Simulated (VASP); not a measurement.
# CoO (P3m1) in VASP: settings compared, part 2 of 2

VASP 6.6.1.

## (5) Single point, PBE, collinear spin, ferromagnetic start

Contents of INCAR:

```
PREC = Accurate
ENCUT = 550
EDIFF = 1E-6
ISMEAR = 0
SIGMA = 0.05
LREAL = F
LASPH = T
NELM = 100
ALGO = Normal
ISIF = 2
LWAVE = F
LCHARG = F
ISPIN = 2
MAGMOM = 2 2 0 0
LORBIT = 11
LMAXMIX = 4
GGA = PE
NBANDS = 27
ADDGRID = F
```

Contents of KPOINTS:

```
Automatic mesh
0
Gamma
  12 12 7
```

Contents of POSCAR:

```
CoO
1.0
    3.1976457435      0.0000000000      0.0000000000
   -1.5988228718      2.7692424462      0.0000000000
    0.0000000000      0.0000000000      5.2287097100
Co O
2 2
Direct
    0.3365030000      0.6381030000      0.5003980000
    0.0481210000      0.0161470000     -0.0014250000
    0.3062570000      0.6452830000      0.8672390000
    0.0541720000      0.0112240000      0.3867870000
```

Potentials or basis: VASP PAW PBE potentials, release 64 (Co, O).

Run with:

```bash
$ cat potpaw_PBE.64/Co/POTCAR potpaw_PBE.64/O/POTCAR > POTCAR
$ mpirun -np 1 vasp_std > vasp.out
```

OUTCAR:

```text
PREC = Accurate
   ENCUT = 550
   EDIFF = 1E-6
   ISMEAR = 0
   LREAL = F
   LASPH = T
   NELM = 100
   ISIF = 2
   ISPIN = 2
   LORBIT = 11
   GGA = PE

 Found    506 irreducible k-points:

 Following reciprocal coordinates:
            Coordinates               Weight
  0.000000  0.000000  0.000000      1.000000
  0.083333  0.000000  0.000000      2.000000
  0.000000  0.083333  0.000000      2.000000
 -0.083333  0.083333  0.000000      2.000000
[... 456 lines left out ...]
  energy-cutoff  :      550.00
  volume of cell :       46.30
      direct lattice vectors                 reciprocal lattice vectors
     3.197645743  0.000000000  0.000000000     0.312730077  0.180554794  0.000000000
    -1.598822872  2.769242446  0.000000000     0.000000000  0.361109588  0.000000000
     0.000000000  0.000000000  5.228709710     0.000000000  0.000000000  0.191251773

 POSITION                                       TOTAL-FORCE (eV/Angst)
 -----------------------------------------------------------------------------------
      0.05580      1.76706      2.61644         0.439581      0.850488     -0.044128
      0.12806      0.04471      5.22126        -0.579924     -0.314605      0.520992
     -0.05239      1.78695      4.53454         0.646705      0.372096      0.324300
      0.15528      0.03108      2.02240        -0.506363     -0.907979     -0.801164
 -----------------------------------------------------------------------------------
    total drift:                                0.000042      0.000246     -0.000396

  FREE ENERGIE OF THE ION-ELECTRON SYSTEM (eV)
  ---------------------------------------------------
  free  energy   TOTEN  =       -26.4180404135 eV

  energy  without entropy=      -26.4136932725  energy(sigma->0) =      -26.41586684

 total charge

# of ion       s       p       d       tot
------------------------------------------
    1        0.367   0.476   7.212   8.055
    2        0.344   0.423   7.203   7.970
    3        1.552   3.450   0.000   5.001
    4        1.551   3.445   0.000   4.997
--------------------------------------------------
tot          3.814   7.794  14.414  26.022

 magnetization (x)

# of ion       s       p       d       tot
------------------------------------------
    1        0.020   0.059   2.365   2.444
    2        0.023   0.050   2.357   2.430
    3        0.021   0.293   0.000   0.314
    4        0.021   0.279   0.000   0.300
--------------------------------------------------
tot          0.085   0.682   4.721   5.488
```

OSZICAR:

```text
N       E                     dE             d eps       ncg     rms          rms(c)
DAV:   1     0.260793210620E+03    0.26079E+03   -0.14066E+04 54784   0.137E+03
DAV:   2    -0.258953166946E+01   -0.26338E+03   -0.23510E+03 56388   0.318E+02
DAV:   3    -0.312798603380E+02   -0.28690E+02   -0.27154E+02 60384   0.119E+02
[... 11 lines left out ...]
DAV:  15    -0.264180518897E+02   -0.93704E-04   -0.37338E-04 74328   0.181E-01    0.779E-02
DAV:  16    -0.264180392967E+02    0.12593E-04   -0.12813E-04 81948   0.139E-01    0.290E-02
DAV:  17    -0.264180389667E+02    0.33006E-06   -0.32739E-05 75313   0.518E-02    0.930E-03
DAV:  18    -0.264180401072E+02   -0.11405E-05   -0.66480E-06 44876   0.226E-02    0.594E-03
DAV:  19    -0.264180404135E+02   -0.30638E-06   -0.12787E-06 29640   0.113E-02
   1 F= -.26418040E+02 E0= -.26415867E+02  d E =-.434714E-02  mag=     5.6965
```

stdout:

```text
POSCAR found type information on POSCAR CoO
 POSCAR found :  2 types and       4 ions
 scaLAPACK will be used
 LDA part: xc-table for (Slater+PW92), standard interpolation
 POSCAR, INCAR and KPOINTS ok, starting setup
 FFT: planning ... GRIDC
 FFT: planning ... GRID_SOFT
 FFT: planning ... GRID
 WAVECAR not read
 entering main loop
```

It took 7.8 min on 1 thread of Intel Xeon 6975P-C (Granite Rapids), shared host; peak memory 0.92 GiB.

These settings aren't checked as converged: the numbers below hold their error.

Results:

```
Free energy                                           : -26.4180 eV
Pressure                                              : 2.7 GPa
Largest force                                         : 1.313 eV/Å
Band gap on the k mesh                                : none (metal or under the smearing width)
Net moment                                            : 5.70 μB per cell
Site moments                                          : Co +2.44, +2.43; O +0.31, +0.30 μB
Valence electrons inside the program's atomic spheres : Co 8.05, 7.97; O 5.00
```

Caveat: semilocal functionals often make such compounds metallic where correlation or magnetic order opens a gap, which also shifts bond lengths.

## (6) Relaxation of cell and atoms, LDA, collinear spin, ferromagnetic start

Contents of INCAR:

```
  PREC = Accurate
  ENCUT = 600
  EDIFF = 1E-6
  ISMEAR = -1
  SIGMA = 0.05
  LREAL = False
  LASPH = True
  NELM = 120
  ALGO = Normal
  ISIF = 3
  LWAVE = False
  LCHARG = False
  ISPIN = 2
  MAGMOM = 2 2 0 0
  LORBIT = 11
  LMAXMIX = 4
  GGA = CA
  IBRION = 2
  NSW = 60
  EDIFFG = -0.005
  KPAR = 2
```

Contents of KPOINTS:

```
Automatic mesh
0
Gamma
  8 8 4
```

Contents of POSCAR:

```
CoO
1.0
    3.1976457435      0.0000000000      0.0000000000
   -1.5988228718      2.7692424462      0.0000000000
    0.0000000000      0.0000000000      5.2287097100
Co O
2 2
Direct
    0.3333333333      0.6666666667      0.5033624100
    0.0000000000      0.0000000000      0.0034741400
    0.3333333333      0.6666666667      0.8715556000
    0.0000000000      0.0000000000      0.3716088500
```

Potentials or basis: VASP PAW LDA potentials, release 64 (Co, O).

Run with:

```bash
$ cat potpaw_LDA.64/Co/POTCAR potpaw_LDA.64/O/POTCAR > POTCAR
$ mpirun -np 2 vasp_std > vasp.out
```

Run time: 9.2 min. Hardware: 2 MPI ranks of Intel Xeon Platinum 8488C (Sapphire Rapids), shared host; peak memory 0.21 GiB.

The run converged. Its results:

* Free energy: -30.4788 eV
* Relaxed volume: 8.95 Å³/atom
* Relaxed cell: a = 2.671 Å, b = 2.671 Å, c = 5.793 Å, α = 90.00°, β = 90.00°, γ = 120.00°
* Space group after relaxing (to 0.05 Å): P6_3mc (No. 186)
* Energy gained by relaxing: 189.3 meV/atom
* Ionic steps: 20
* Pressure after relaxing: 0.0 GPa
* Largest force after relaxing: 0.004 eV/Å
* Band gap on the k mesh: none (metal or under the smearing width)
* Net moment: 0.00 μB per cell
* Valence electrons inside the program's atomic spheres: Co 8.48; O 4.98

Forces in eV/Å, atoms in the order of the input:
```
Co   0.000  0.000 -0.004
Co   0.000  0.000 -0.002
O    0.000  0.000  0.002
O    0.000  0.000  0.004
```

The path:
```csv
step,energy change (eV),largest force (eV/Å),pressure (GPa),volume (Å³)
1,0.0000,0.2564,-16.45,46.30
2,-0.4884,0.2717,2.81,38.78
3,-0.4932,0.2282,0.66,39.27
4,-0.4933,0.2123,-0.11,39.44
5,-0.5269,0.2375,-0.09,39.20
6,-0.6157,0.1632,-1.37,38.41
7,-0.7169,0.1880,0.85,36.56
8,0.4019,0.1867,9.43,31.91
9,-0.7412,0.1057,-0.43,36.19
10,-0.7382,0.0637,-0.20,35.24
11,-0.7544,0.1343,-0.46,35.79
12,-0.7546,0.1344,-0.44,35.70
13,-0.7389,0.2589,4.37,35.18
14,-0.7558,0.0562,0.46,35.59
15,-0.7567,0.0090,-0.78,35.92
16,-0.7569,0.0178,-0.50,35.82
17,-0.7551,0.1055,1.63,35.71
18,-0.7571,0.0135,0.01,35.79
19,-0.7571,0.0111,-0.01,35.80
20,-0.7571,0.0043,0.02,35.80
```

Final structure:
```
CELL_PARAMETERS angstrom
2.67114 0.00000 0.00000
-1.33557 2.31328 0.00000
0.00000 0.00000 5.79328
ATOMIC_POSITIONS crystal
Co 0.33333 0.66667 0.52480
Co 0.00000 0.00000 0.02479
O 0.33333 0.66667 0.85021
O 0.00000 0.00000 0.35020
```

Levels at points of the mesh, in eV from the Fermi level:
Spin up:
```tsv
k point	band 12	band 13	band 14	band 15	band 16	band 17	band 18	band 19
(0.00, 0.00, 0.00)	-1.21	-1.21	-0.82	0.12	0.12	1.36	1.36	2.43
(0.50, 0.00, 0.00)	-0.70	-0.67	-0.55	-0.22	-0.09	0.17	1.34	6.63
(0.00, 0.00, 0.50)	-1.44	-1.41	-1.40	0.77	0.77	0.78	0.78	3.76
(0.50, 0.00, 0.50)	-1.03	-0.58	-0.57	0.05	0.06	0.55	0.55	6.66
```
Spin down:
```tsv
k point	band 13	band 14	band 15	band 16	band 17	band 18
(0.00, 0.00, 0.00)	-1.21	-0.82	0.12	0.12	1.36	1.36
(0.50, 0.00, 0.00)	-0.67	-0.55	-0.22	-0.09	0.17	1.34
(0.00, 0.00, 0.50)	-1.41	-1.40	0.77	0.77	0.78	0.78
(0.50, 0.00, 0.50)	-0.58	-0.57	0.05	0.06	0.55	0.55
```

Caveat: the starting moments collapsed, and a magnetic state may lie lower; the volume moved by over 15 % at a fixed basis, so the end points are rough; semilocal functionals often make such compounds metallic where correlation or magnetic order opens a gap, which also shifts bond lengths.

## (7) The reference run

An earlier run on the cell as given: functional PBE; potentials or basis VASP PAW PBE potentials, release 64 (Co, O); cutoff 520 eV; k mesh 10 × 10 × 5; occupations fermi-dirac, width 0.05 eV; collinear spin, ferromagnetic start; starting moments [2.0, 2.0, 0.0, 0.0] μB.

* Pressure: 1.4 GPa
* Largest force: 0.310 eV/Å
* Band gap on the k mesh: none (metal or under the smearing width)
* Net moment: 5.85 μB per cell
* Site moments: Co +2.50; O +0.31 μB
* Valence electrons inside the program's atomic spheres: Co 7.97; O 5.00
